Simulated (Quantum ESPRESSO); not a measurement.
Crystal: GaN.

```
Ga N
1.0
     3.18000    0.00000    0.00000
    -1.59000    2.75396    0.00000
     0.00000    0.00000    5.16600
Ga N
2 2
Direct
  0.66667 0.33333 0.50000
  0.33333 0.66667 0.00000
  0.66667 0.33333 0.87500
  0.33333 0.66667 0.37500
```

| Property | Result |
| --- | --- |
| Program | Quantum ESPRESSO 7.5 |
| Task | Wannier functions |
| Functional | PBE |
| Potentials or basis | GBRV 1.5 PBE |
| Cutoff | 762 eV |
| Density cutoff | 6095 eV |
| k mesh | 8 × 8 × 4 |
| Occupations | fermi-dirac, width 0.05 eV |
| Spin | no spin polarisation |
| Mixing beta | 0.5 |
| Most SCF iterations | 120 |
| SCF threshold | 8e-10 Ry |
| k mesh for the Wannier functions | 6 × 6 × 3 |

Start: SCDM on the occupied bands; the lowest 6 bands are left out. The reference level is the Fermi level, or the middle of the gap.

Question: With SCDM on the occupied bands, how many functions result, how localised are they, and how well do they interpolate the bands?

Answer: 18 functions with spreads from 0.25 to 0.99 Å², 10.4 Å² in all; they miss the direct bands by 13 meV (root mean square).

Wannier functions:
```csv
function,nearest atom,distance (Å),spread (Å²),on-site energy from the reference level (eV)
1,4 N,0.52,0.98,-7.15
2,4 N,0.52,0.98,-7.15
3,4 N,0.52,0.98,-7.15
4,3 N,0.52,0.98,-7.15
5,3 N,0.52,0.98,-7.15
6,3 N,0.52,0.98,-7.15
7,2 Ga,0.00,0.25,-14.08
8,1 Ga,0.00,0.25,-14.08
9,1 Ga,0.01,0.25,-14.02
10,2 Ga,0.01,0.25,-14.02
11,2 Ga,0.01,0.25,-14.00
12,1 Ga,0.01,0.25,-14.00
13,1 Ga,0.01,0.25,-13.94
14,2 Ga,0.01,0.25,-13.94
15,4 N,0.52,0.99,-7.15
16,1 Ga,0.01,0.25,-13.93
17,2 Ga,0.01,0.25,-13.93
18,3 N,0.52,0.99,-7.15
```

Parts of the spread (Å²): invariant 9.20, diagonal 0.004, off-diagonal 1.16, total 10.37. Against the direct bands the interpolation misses by 13 meV (root mean square) and 121 meV at most, for states up to 1 eV over the reference level.

Caveat: the Wannier minimisation didn't converge.
